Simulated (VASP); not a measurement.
**BN in VASP 6.6.1, single-point calculation**

INCAR

```
LREAL = .FALSE.
PREC = Accurate
GGA = PE
ISMEAR = 2
ISIF = 2
LCHARG = .FALSE.
NELM = 120
NBANDS = 16
NSW = 0
ENCUT = 520
IBRION = -1
EDIFF = 1E-7
LASPH = .TRUE.
LWAVE = .FALSE.
SIGMA = 0.3
```

KPOINTS

```
KPOINTS created by Atomic Simulation Environment
0
Gamma
12 12 6
0 0 0
```

POSCAR

```
B  N
 1.0000000000000000
     2.5439493142340242    0.0000000000000000    0.0000000000000000
    -1.2719746571170121    2.2031247320666667   -0.0000000000000000
     0.0000000000000000   -0.0000000000000000    4.2078167784816056
 B   N
   2   2
Cartesian
  1.2719746571170119  0.7343749106888888  0.0008566025894533
 -0.0000000000000000  1.4687498213777777  2.1047649918302564
  1.2719746571170119  0.7343749106888888  1.5770746893411491
 -0.0000000000000000  1.4687498213777777  3.6809830785819524
```

The recommended PBE PAW datasets give the neutral cell 16 valence electrons.

Command

```
mpirun -np 1 vasp_std
```

OSZICAR

```
N       E                     dE             d eps       ncg     rms          rms(c)
DAV:   1     0.398866252463E+02    0.39887E+02   -0.83786E+03  2432   0.976E+02
DAV:   2    -0.345087073907E+02   -0.74395E+02   -0.69672E+02  3512   0.232E+02
DAV:   3    -0.367724932335E+02   -0.22638E+01   -0.22590E+01  2768   0.374E+01
DAV:   4    -0.367777707744E+02   -0.52775E-02   -0.52773E-02  2912   0.205E+00
DAV:   5    -0.367777850564E+02   -0.14282E-04   -0.14282E-04  2688   0.984E-02    0.951E+00
DAV:   6    -0.349944244139E+02    0.17834E+01   -0.22337E+00  3056   0.136E+01    0.452E+00
DAV:   7    -0.348561054887E+02    0.13832E+00   -0.32369E-01  3104   0.458E+00    0.275E+00
DAV:   8    -0.348284225638E+02    0.27683E-01   -0.53413E-02  2816   0.188E+00    0.259E-01
DAV:   9    -0.348272181603E+02    0.12044E-02   -0.19058E-03  2784   0.521E-01    0.135E-01
DAV:  10    -0.348274918143E+02   -0.27365E-03   -0.48003E-04  2856   0.171E-01    0.253E-02
DAV:  11    -0.348274987448E+02   -0.69305E-05   -0.32203E-05  3040   0.551E-02    0.149E-02
DAV:  12    -0.348274996761E+02   -0.93127E-06   -0.56833E-06  2880   0.237E-02    0.203E-03
DAV:  13    -0.348274997667E+02   -0.90580E-07   -0.16022E-07  2216   0.396E-03
   1 F= -.34827500E+02 E0= -.34827564E+02  d E =0.256123E-03
```

From OUTCAR

```
k-points           NKPTS =     76   k-points in BZ     NKDIM =     76   number of bands    NBANDS=     16

   NELECT =      16.0000    total number of electrons

   dimension x,y,z NGX =    20 NGY =   20 NGZ =   32
   dimension x,y,z NGXF=    40 NGYF=   40 NGZF=   64

  energy-cutoff  :      520.00
  volume of cell :       23.58
      direct lattice vectors                 reciprocal lattice vectors
     2.543949314  0.000000000  0.000000000     0.393089593  0.226950382  0.000000000
    -1.271974657  2.203124732  0.000000000     0.000000000  0.453900764  0.000000000
     0.000000000  0.000000000  4.207816778     0.000000000  0.000000000  0.237652933

 k-points in reciprocal lattice and weights: KPOINTS created by Atomic Simulation Env
   0.00000000  0.00000000  0.00000000       0.001
   0.08333333  0.00000000  0.00000000       0.007
   0.16666667  0.00000000  0.00000000       0.007
   0.25000000 -0.00000000  0.00000000       0.007
   0.33333333  0.00000000  0.00000000       0.007
   0.41666667 -0.00000000  0.00000000       0.007
   0.50000000 -0.00000000  0.00000000       0.003
   0.08333333  0.08333333  0.00000000       0.007
   ...

 E-fermi :   7.6522

 k-point     1 :       0.0000    0.0000    0.0000
  band No.  band energies     occupation
      1     -12.8455      2.00000
      2      -8.6822      2.00000
      3      -3.3541      2.00000
      4       5.4546      2.00000
      5       5.4546      2.00000
      6       7.3144      2.08826
      7       7.5827      1.47039
      8       7.5827      1.47039
      9      15.9671      0.00000
     10      15.9671      0.00000
     11      16.2012      0.00000
     12      17.1420      0.00000
     13      18.3977      0.00000
     14      19.5006      0.00000
     15      19.5006      0.00000
     16      23.8289      0.00000

 k-point     2 :       0.0833    0.0000    0.0000
  band No.  band energies     occupation
      1     -12.6940      2.00000
      2      -8.5661      2.00000
      3      -3.2041      2.00000
      4       4.7613      2.00000
      5       5.1711      2.00000
      6       7.0068      1.99096
      7       7.1670      2.00733
      8       7.4241      2.06922
      9      15.7221      0.00000
     10      16.2715      0.00000
     11      16.4576      0.00000
     12      17.6298      0.00000
     13      18.8838      0.00000
     14      19.5890      0.00000
     15      19.9424      0.00000
     16      23.5977      0.00000

 k-point     3 :       0.1667    0.0000    0.0000
  band No.  band energies     occupation
      1     -12.2445      2.00000
      2      -8.2336      2.00000
      3      -2.7597      2.00000
      4       3.0946      2.00000
      5       4.5059      2.00000
      6       5.5913      2.00000
      7       6.7155      1.99967
      8       6.9908      1.99162
      9      15.3139      0.00000
     10      16.8368      0.00000
     11      16.9930      0.00000
     12      18.4995      0.00000
     13      19.4166      0.00000
     14      20.5734      0.00000
     15      21.0925      0.00000
     16      22.9310      0.00000

 ...

  Total        0.7343194      0.7343194      0.7100705      0.0000000      0.0000000      0.0000000
  in kB       49.8874377     49.8874377     48.2400421      0.0000000      0.0000000      0.0000000
  external PRESSURE =      49.3383058 kB  Pullay stress =       0.0000000 kB

 POSITION                                       TOTAL-FORCE (eV/Angst)
 -----------------------------------------------------------------------------------
      1.27197      0.73437      0.00086         0.000000     -0.000000      0.009719
      0.00000      1.46875      2.10476         0.000000      0.000000      0.009719
      1.27197      0.73437      1.57707        -0.000000      0.000000     -0.009719
      0.00000      1.46875      3.68098         0.000000     -0.000000     -0.009719
 -----------------------------------------------------------------------------------
    total drift:                               -0.000000     -0.000000     -0.000186

  FREE ENERGIE OF THE ION-ELECTRON SYSTEM (eV)
  ---------------------------------------------------
  free  energy   TOTEN  =       -34.8274997667 eV

  energy  without entropy=      -34.8277558899  energy(sigma->0) =      -34.82756380
```

It converged. Results: gap between bands v and c on the k mesh 5.19 eV; least direct gap on the k mesh 8.30 eV; pressure 4.9 GPa. Band v is the last that the valence electrons fill when counted band by band, and c is the next.

For comparison, a separate PBE run of the intended cell, on usual settings and not on those above, gives a gap of 5.19 eV on its mesh and a pressure of 4.9 GPa.

The run above took about 18 s on one core of a shared host (Intel Xeon Platinum 8488C) and held 0.15 GiB at most.
